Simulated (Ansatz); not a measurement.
**AlRu (Pm-3m), a vibration from a frozen displacement**

Method: DFT PBEsol, scalar-relativistic, plane waves, PAW in Ansatz 0.2.0. The runs took a 420 eV cutoff, a Γ-centred 14×14×14 mesh and Gaussian smearing (0.15 eV). No spin polarisation. Energies are free energies at this smearing, counted from the undisturbed cell; pressure is positive in compression.

The undisturbed cell (relaxed at this level; it needn't be the usual structure):

```yaml
crystal:
  lattice:
    - [-2.97641, 2.97641, 2.97641]
    - [2.97641, -2.97641, 2.97641]
    - [2.97641, 2.97641, -2.97641]
  atoms:
    - { symbol: Al, position: [0.50000, 0.50000, 0.00000] }
    - { symbol: Al, position: [0.00000, 0.00000, 0.00000] }
    - { symbol: Al, position: [0.00000, 0.50000, 0.50000] }
    - { symbol: Al, position: [0.50000, 0.00000, 0.50000] }
    - { symbol: Ru, position: [0.50000, 0.50000, 0.50000] }
    - { symbol: Ru, position: [0.00000, 0.00000, 0.50000] }
    - { symbol: Ru, position: [0.00000, 0.50000, 0.00000] }
    - { symbol: Ru, position: [0.50000, 0.00000, 0.00000] }
```

Atom 1 (Al) is moved by x along the Cartesian unit vector (0.000, 1.000, 0.000); the cell and all other atoms stay fixed. The cell's volume is 105.47 Å³; the moved atoms weigh 26.982 u together and the others 485.225 u. Some rows repeat others by symmetry and weren't run.

| x (Å) | ΔE (meV/cell) | total force on the moved atoms along the move (eV/Å) | pressure (GPa) |
| --- | --- | --- | --- |
| -0.4500 | 944.43 | 4.3283 | 4.3885 |
| -0.3750 | 649.65 | 3.5396 | 3.0636 |
| -0.3000 | 412.55 | 2.7885 | 1.9658 |
| -0.2250 | 230.65 | 2.0664 | 1.1031 |
| -0.1500 | 102.06 | 1.3657 | 0.4822 |
| -0.0750 | 25.45 | 0.6792 | 0.1078 |
| 0.0000 | 0.00 | 0.0000 | -0.0173 |
| 0.0750 | 25.45 | -0.6792 | 0.1078 |
| 0.1500 | 102.06 | -1.3657 | 0.4822 |
| 0.2250 | 230.65 | -2.0664 | 1.1031 |
| 0.3000 | 412.55 | -2.7885 | 1.9658 |
| 0.3750 | 649.65 | -3.5396 | 3.0636 |
| 0.4500 | 944.43 | -4.3283 | 4.3885 |

Problem. What frequency belongs to this motion?

Solution. The force constant is k = −dF/dx = 9.056 eV/Å², from the parabola through x = -0.0750, 0 and 0.0750. In every cell the moved atoms swing against the rest, so the mass is μ = m₁m₂/(m₁ + m₂) = 25.560 u, and ν̃ = 521.5 cm⁻¹ × √(|k|/μ) = 310 cm⁻¹. The pattern needn't be a normal mode: ν̃² is then a weighted mean of the squared nonzero frequencies at the zone centre of this cell, so it lies between the lowest and the highest of them.

Problem. How far does the harmonic law reach?

Solution. At x = -0.450 Å, kx²/2 = 916.92 meV against the computed 944.43 meV (+3.0 %): the well is still close to harmonic there.

Problem. The pressure changes with x². What does that say about the frequency under compression?

Solution. With E = k(V)x²/2, k ∝ V^(−2γ) and x scaling with the cell as V^(1/3), P − P0 = −∂E/∂V = (2γ − 2/3) ΔE/V. At x = 0.1500 Å, V(P − P0) = 105.47 × 0.49958 / 160.2 eV = 328.88 meV and ΔE = 102.06 meV, so γ = 1/3 + V(P − P0)/(2ΔE) = 1.94. This is the Grüneisen parameter of the motion under uniform scaling of the cell: shrinking the cell evenly by 1 % in volume raises the frequency by about 1.94 %.

In a metal these slopes depend on the k mesh and the smearing.